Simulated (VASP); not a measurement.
Set up this calculation in VASP 6.6.1, as the native input.

| Property | Result |
| --- | --- |
| Task | core levels |
| Functional | rev-vdW-DF2 |
| Potentials or basis | VASP PAW PBE potentials, release 64 (Hf_pv) |
| Cutoff | 520 eV |
| k mesh | 6 × 7 × 5 |
| Occupations | methfessel-paxton, width 0.1 eV |
| Spin | spin-orbit coupling, no magnetisation |
| Further INCAR settings | ALGO = Fast; EDIFF = 1e-07 |

The structure of Hf lies in POSCAR:

```
Hf
1.0
    0.0047565400     -2.2356324700     -2.2398724100
    0.0129471300      2.2133219800     -2.2175619100
    4.3782205400      0.0081905900     -0.0177036700
Hf
2
Direct
    0.5065147500      0.5005375100      0.5034263700
    0.9934852500      0.9994624900      0.9965736300
```

This isn't the form of Hf at room conditions, which is hcp.

The cell isn't the ideal one: all atoms moved at random, sigma 0.05 Å a component, cell strained at random, sigma 0.01.

The input as run:

INCAR

```
PREC = Accurate
ENCUT = 520
EDIFF = 1E-7
ISMEAR = 1
SIGMA = 0.1
LREAL = F
LASPH = T
NELM = 100
ALGO = Fast
ISIF = 2
LWAVE = F
LCHARG = F
LNONCOLLINEAR = T
MAGMOM = 0 0 0 0 0 0
LORBIT = 11
LSORBIT = T
GGA_COMPAT = F
LMAXMIX = 4
GGA = MK
LUSE_VDW = T
AGGAC = 0.0
PARAM1 = 0.1234
PARAM2 = 0.711357
ZAB_VDW = -1.8867
ICORELEVEL = 1
```

KPOINTS

```
Automatic mesh
0
Gamma
  6 7 5
```

Potentials or basis: VASP PAW PBE potentials, release 64 (Hf_pv).

Launch:

```sh
$ cat potpaw_PBE.64/Hf_pv/POTCAR > POTCAR
$ mpirun -np 1 vasp_ncl > vasp.out
```

Results of the run:

```
Pressure                                              : 0.4 GPa
Largest force                                         : 0.201 eV/Å
Valence electrons inside the program's atomic spheres : Hf 8.46
```

Caveat: the PAW data sets were made with another functional, which shifts forces and pressure a little.

Run time: 3.4 min on 1 thread of AMD EPYC 9R45 96-Core Processor (Zen 5) (shared host), peak memory 0.52 GiB.
